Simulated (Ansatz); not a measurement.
Molecular dynamics on a 2×2×2 supercell (16 atoms) of CaSe (rocksalt), relaxed with r2SCAN. Forces come from PBEsol in Ansatz: a Langevin thermostat at fixed volume, 800 K, steps of 1.5 fs. Classical nuclei, no spin polarisation; a few dozen steps show the first response, not equilibrium.

```yaml
crystal:
  lattice:
    - [0.0, 5.9350702233, 5.9350702233]
    - [5.9350702233, 0.0, 5.9350702233]
    - [5.9350702233, 5.9350702233, 0.0]
  atoms:
    - { symbol: Ca, position: [0.0, 0.0, 0.0] }
    - { symbol: Se, position: [0.25, 0.25, 0.25] }
    - { symbol: Ca, position: [0.0, 0.0, 0.5] }
    - { symbol: Se, position: [0.25, 0.25, 0.75] }
    - { symbol: Ca, position: [0.0, 0.5, 0.0] }
    - { symbol: Se, position: [0.25, 0.75, 0.25] }
    - { symbol: Ca, position: [0.0, 0.5, 0.5] }
    - { symbol: Se, position: [0.25, 0.75, 0.75] }
    - { symbol: Ca, position: [0.5, 0.0, 0.0] }
    - { symbol: Se, position: [0.75, 0.25, 0.25] }
    - { symbol: Ca, position: [0.5, 0.0, 0.5] }
    - { symbol: Se, position: [0.75, 0.25, 0.75] }
    - { symbol: Ca, position: [0.5, 0.5, 0.0] }
    - { symbol: Se, position: [0.75, 0.75, 0.25] }
    - { symbol: Ca, position: [0.5, 0.5, 0.5] }
    - { symbol: Se, position: [0.75, 0.75, 0.75] }
kpoints:
  mp_grid: { grid: [2, 2, 2] }
hamiltonian:
  xc: pbesol
scf:
  occupations: { method: fermi_dirac, width: 0.069 }
md:
  ensemble: nvt_langevin
  temperature: 800
  timestep: 1.5
  n_steps: 30
  initial_velocities: maxwell_boltzmann
  seed: 6841
```

Run as `ansatz run input.yaml --threads 4 --pin off --max-ram 3686MiB --backend cpu --events-out ev --progress --plain --runs-dir out`.

Q: It ran on 4 threads of Arm Neoverse V1, with other jobs on the host, load about 0.9 per core. About how long did it take, and what peak of host memory did it reach?

A: About 2.9 min, with a peak of 1.6 GiB.

```tsv
step	t (fs)	T (K)	free energy F from step 0 (meV/atom)	kinetic energy (meV/atom)	largest force (eV/Å)
0	0	750	0.0	96.9	0.00
1	1.5	745	0.2	96.3	0.07
2	3	685	0.7	88.5	0.14
3	4.5	682	1.4	88.1	0.20
4	6	700	2.5	90.5	0.27
5	7.5	789	3.9	102.0	0.34
6	9	750	5.6	97.0	0.40
7	10.5	781	7.7	100.9	0.48
8	12	833	10.1	107.6	0.56
9	13.5	851	12.9	110.0	0.64
10	15	839	16.0	108.5	0.72
11	16.5	837	19.5	108.2	0.79
12	18	816	23.2	105.5	0.86
13	19.5	773	27.2	100.0	0.93
14	21	741	31.3	95.7	1.00
15	22.5	729	35.5	94.2	1.06
16	24	758	40.0	98.0	1.13
17	25.5	753	44.7	97.4	1.20
18	27	805	49.6	104.1	1.27
19	28.5	760	54.7	98.3	1.34
20	30	678	59.7	87.7	1.41
21	31.5	695	64.8	89.8	1.46
22	33	663	69.9	85.7	1.51
23	34.5	623	74.9	80.5	1.55
24	36	626	79.7	81.0	1.58
25	37.5	609	84.6	78.7	1.62
26	39	614	89.4	79.4	1.66
27	40.5	586	94.1	75.7	1.69
28	42	526	98.6	68.0	1.72
29	43.5	506	102.6	65.5	1.73
30	45	493	106.3	63.7	1.73
```

The temperature goes from 750 K to 493 K in 45 fs. The thermostat hasn't had time to restore it. The atoms start on their lattice sites with kinetic energy alone, so much of it first passes into potential energy. By the last step the atoms have moved 0.23 Å in the root mean square, the drift of the whole cell taken out, 0.40 Å at most.

Positions (Å) and forces (eV/Å) at step 30:
```
Ca  -0.199   0.169  -0.042     0.872  -0.354   0.193
Se   2.901   3.094   2.869     0.108  -0.522   0.047
Ca   3.156   2.918  -0.187    -0.570   0.115   0.422
Se   5.925   5.682   3.058    -0.179   1.113  -0.947
Ca   3.281   0.229   2.836    -1.525  -0.785   0.244
Se   5.869   3.024   6.019     0.220  -0.327  -0.568
Ca   5.710   3.001   2.733     1.068  -0.458   0.729
Se   8.896   6.016   5.706     0.164  -0.402   0.609
Ca   0.078   2.922   2.867    -0.664  -0.192   0.425
Se   2.892   5.961   6.048    -0.081  -0.159  -0.828
Ca   2.941   5.821   3.067     0.036   1.063  -0.047
Se   6.018   8.576   5.933    -0.127   1.424  -0.470
Ca   3.001   2.895   5.928    -0.166   0.610   0.406
Se   5.895   5.849   8.833     1.151   0.227   0.255
Ca   6.064   5.913   5.790    -0.403  -0.852   0.464
Se   8.872   9.050   9.003     0.095  -0.501  -0.933
```
